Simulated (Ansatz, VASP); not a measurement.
# TiO2: VASP beside Ansatz

The input INCAR:

```
SYSTEM = TiO2
  ALGO = Normal
  EDIFF = 1E-7
  ENCUT = 520
  GGA = PE
  ISIF = 2
  ISMEAR = -1
  LASPH = .TRUE.
  LCHARG = .FALSE.
  LREAL = .FALSE.
  LWAVE = .FALSE.
  NBANDS = 33
  NELM = 80
  PREC = Accurate
  SIGMA = 0.02
```

KPOINTS

```
k-points
0
G
  6 6 8
  0 0 0
```

File POSCAR:

```
TiO2
1.0
    4.5968534940      0.0000000000      0.0000000000
    0.0000000000      4.5968534940      0.0000000000
    0.0000000000      0.0000000000      2.8944214413
Ti O
2 4
Direct
    0.0000000000      0.0000000000      0.0000000000
    0.5000000000      0.5000000000      0.5000000000
    0.3037080472      0.3037080472      0.0000000000
    0.1962919528      0.8037080472      0.5000000000
    0.8037080472      0.1962919528      0.5000000000
    0.6962919528      0.6962919528      0.0000000000
```

Input for Ansatz:

```yaml
crystal:
  lattice:
    - [4.596853494, 0.0, 0.0]
    - [0.0, 4.596853494, 0.0]
    - [0.0, 0.0, 2.8944214413]
  atoms:
    - { symbol: Ti, position: [0.0, 0.0, 0.0] }
    - { symbol: Ti, position: [0.5, 0.5, 0.5] }
    - { symbol: O, position: [0.3037080472, 0.3037080472, 0.0] }
    - { symbol: O, position: [0.1962919528, 0.8037080472, 0.5] }
    - { symbol: O, position: [0.8037080472, 0.1962919528, 0.5] }
    - { symbol: O, position: [0.6962919528, 0.6962919528, 0.0] }
kpoints:
  mp_grid: { grid: [6, 6, 8] }
  band_path:
    path:
      - [0.0, 0.0, 0.0]
      - [0.0, 0.5, 0.0]
      - [0.5, 0.5, 0.0]
      - [0.0, 0.0, 0.5]
      - [0.0, 0.5, 0.5]
      - [0.5, 0.5, 0.5]
    npoints: 1
hamiltonian:
  xc: pbe
scf:
  occupations: { method: fermi_dirac, width: 0.02 }
  n_extra_bands: 5
output:
  forces: true
  stress: true
  eigenvalues: true
  write_density: true
  write_potential: true
  elf: true
  volumetric_format: npy
```

Change from the starting cell: uniaxial_z strain -2.0%.

Alike in both runs: task single point; functional PBE; k mesh 6 × 6 × 8; occupations fermi-dirac, width 0.02 eV; no spin polarisation.

|  | VASP | Ansatz |
| --- | --- | --- |
| version | VASP 6.6.1 | Ansatz 0.2.0 |
| potentials or method | VASP PAW PBE potentials, release 64 (Ti_sv, O) | plane waves, PAW |
| plane-wave cutoff (eV) | 520 | 420 |
| valence electrons in the cell | 48 | 48 |

Ansatz gave:

```
gap on the k mesh at the Fermi level (eV)       : 1.93
pressure (GPa)                                  : 11.1
largest component of the traceless stress (GPa) : 4.57
rms of the force components (eV/Å)              : 0.028
```

Q: Estimate VASP's values.

A: gap on the k mesh at the Fermi level (eV): 1.91; pressure (GPa): 11.8; largest component of the traceless stress (GPa): 4.78; rms of the force components (eV/Å): 0.043.

Atom by atom the forces differ by 0.015 eV/Å (rms over components).

A k mesh can miss the band edges.
